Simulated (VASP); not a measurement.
A run of VASP 6.6.1 is set up as follows.

File POSCAR:

```
CaO
1.0
    0.0000000000      2.4065000000      2.4065000000
    2.4065000000      0.0000000000      2.4065000000
    2.4065000000      2.4065000000      0.0000000000
Ca O
1 1
Direct
    0.0000000000      0.0000000000      0.0000000000
    0.5000000000      0.5000000000      0.5000000000
```

The input INCAR.step1:

```
ALGO     = Normal         # electronic algorithm
EDIFF    = 1E-8           # SCF threshold, eV
EDIFFG   = -0.002         # ionic threshold
ENCUT    = 600            # plane-wave cutoff, eV
IBRION   = 2              # ionic algorithm
ISIF     = 3              # what is computed and relaxed
ISMEAR   = 0              # smearing method
LASPH    = True           # aspherical terms in the spheres
LCHARG   = False          # write CHGCAR
LMIXTAU  = True         
LREAL    = False          # projectors in reciprocal space
LWAVE    = False          # write WAVECAR
METAGGA  = R2SCAN         # meta-GGA
NELM     = 100            # most SCF steps
NSW      = 40             # ionic steps
PREC     = Accurate       # precision mode
SIGMA    = 0.02           # smearing width, eV
```

Contents of INCAR.step2:

```
ALGO     = Normal         # electronic algorithm
EDIFF    = 1E-8           # SCF threshold, eV
ENCUT    = 600            # plane-wave cutoff, eV
IBRION   = 6              # ionic algorithm
ISIF     = 3              # what is computed and relaxed
ISMEAR   = 0              # smearing method
LASPH    = True           # aspherical terms in the spheres
LCHARG   = False          # write CHGCAR
LMIXTAU  = True         
LREAL    = False          # projectors in reciprocal space
LWAVE    = False          # write WAVECAR
METAGGA  = R2SCAN         # meta-GGA
NELM     = 100            # most SCF steps
NFREE    = 2            
NSW      = 1              # ionic steps
POTIM    = 0.015          # step
PREC     = Accurate       # precision mode
SIGMA    = 0.02           # smearing width, eV
```

File KPOINTS:

```
k-points
0
Gamma
  8 8 8
```

Potentials or basis: VASP PAW PBE potentials, release 64 (Ca_sv, O).

Run with:

```bash
$ cat potpaw_PBE.64/Ca_sv/POTCAR potpaw_PBE.64/O/POTCAR > POTCAR
$ cp INCAR.step1 INCAR
$ mpirun -np 1 vasp_std > vasp.out
$ cp CONTCAR POSCAR
$ cp INCAR.step2 INCAR
$ mpirun -np 1 vasp_std > vasp.out
```

Estimate the elastic constants C11, C12, C44.

234, 58, 78 GPa.

Estimate the Voigt bulk modulus.

117 GPa.

What does it give for the highest phonon frequency at Γ, LO-TO splitting left out?

292 cm⁻¹.

Final structure:
```
Ca O
1.0
     0.00000    2.40373    2.40373
     2.40373    0.00000    2.40373
     2.40373    2.40373    0.00000
Ca O
1 1
Direct
  0.00000 0.00000 0.00000
  0.50000 0.50000 0.50000
```

Caveat: the PAW data sets were made with another functional, which shifts forces and pressure a little.
